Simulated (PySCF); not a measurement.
## Reproducing measurements on C8H6

**The experiment to reproduce.**

From NIST CCCBDB Release 22 (SRD 101), experimental dipoles, for the gas: dipole moment 0.656 D.

How close the calculation comes is told at the end.

C8H6.
Atom-mapped SMILES: `[CH:1]#[C:2][c:3]1[cH:4][cH:5][cH:6][cH:7][cH:8]1` (hydrogens: H9 on C1; H10 on C4; H11 on C5; H12 on C6; H13 on C7; H14 on C8)

Cartesian coordinates in Å at the GFN2-xTB level; atoms count from 1:
```xyz
14
C8H6 angstrom
C      2.2072    1.8861    1.6396
C      1.4131    1.2081    1.0471
C      0.4756    0.4072    0.3503
C     -0.0452    0.8366   -0.8703
C     -0.9584    0.0495   -1.5454
C     -1.3614   -1.1650   -1.0133
C     -0.8478   -1.5938    0.2002
C      0.0678   -0.8159    0.8824
H      2.9012    2.4786    2.1574
H      0.2711    1.7855   -1.2793
H     -1.3585    0.3846   -2.4914
H     -2.0757   -1.7768   -1.5440
H     -1.1630   -2.5395    0.6167
H      0.4734   -1.1456    1.8280
```

Runs made with PySCF (gas phase, on this GFN2-xTB geometry; no spin–orbit coupling):

```
        level                                                              job  basis functions  wall time
PBE0/pcSseg-1  shieldings, ring-centre shieldings, charges and field gradients              166       16 s
```

Hardware: an x86-64 server with one thread, on a shared host.

## Comparison

**Dipole moment.** Measured: 0.656 D (NIST CCCBDB Release 22 (SRD 101), experimental dipoles).

```json
{"level": "PBE0/pcSseg-1", "computed (D)": "0.685", "computed − measured (D)": "+0.029", "% (from the printed values)": "+4"}
```

The computed dipoles belong to one fixed geometry; measured ones are averaged over vibrations unless marked μe. Magnitudes are compared, not signs.

The geometry is computed, not the measured one. Where a level misses, the cause wasn't examined.
